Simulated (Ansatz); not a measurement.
# Cu: the cost of one run

Program: Ansatz 0.2.0. Level of theory: DFT PBE, scalar-relativistic, plane waves, PAW. These are calculated values, not measurements.

1 further run of the same task is left out (set aside as unsound or not needed).

## 1. The starting structure

Symmetry: P6_3/mmc, No. 194, hexagonal system. The conventional cell has a = 2.567 Å, b = 2.567 Å, c = 8.387 Å, α = 90.00°, β = 90.00°, γ = 120.00°. Cu (site symmetry -3m) is surrounded by 12 Cu at 2.57 Å. Cu (site symmetry -6m2) is surrounded by 12 Cu at 2.57 Å.

Structure file:

```
CELL_PARAMETERS angstrom
2.56704 0.00000 0.00000
-1.28352 2.22312 0.00000
0.00000 0.00000 8.38656
ATOMIC_POSITIONS crystal
Cu 0.00000 0.00000 0.00000
Cu 0.33333 0.66667 0.25000
Cu 0.00000 0.00000 0.50000
Cu 0.66667 0.33333 0.75000
```

It goes back to an entry of the Materials Project, which need not be the stable form.

This cell was relaxed beforehand with the same method: volume 11.97 Å³/atom, gap on the mesh none (metal).

## 2. Bulk reference on the slab's mesh

Input file input.yaml:

```yaml
crystal:
  lattice:
    - [2.56704129, 0.0, 0.0]
    - [-1.283520645, 2.2231229697, 0.0]
    - [0.0, 0.0, 8.3865575156]
  atoms:
    - { symbol: Cu, position: [0.0, 0.0, 0.0] }
    - { symbol: Cu, position: [0.3333333333, 0.6666666667, 0.25] }
    - { symbol: Cu, position: [0.0, 0.0, 0.5] }
    - { symbol: Cu, position: [0.6666666667, 0.3333333333, 0.75] }
basis:
  ecutwfc: 420
kpoints:
  mp_grid: { grid: [15, 15, 4] }
hamiltonian:
  xc: pbe
scf:
  occupations: { method: gaussian, width: 0.1 }
output:
  forces: true
  stress: true
  eigenvalues: true
```

Started as:

```bash
$ ansatz run input.yaml --threads 1 --pin off --max-ram 2560MiB --backend cpu --events-out ev --progress --plain --runs-dir out
```

Q: Estimate wall time and peak memory on 1 thread of Intel Xeon at 2.70GHz, shared host.

About 13 s, with a peak of 0.42 GiB.
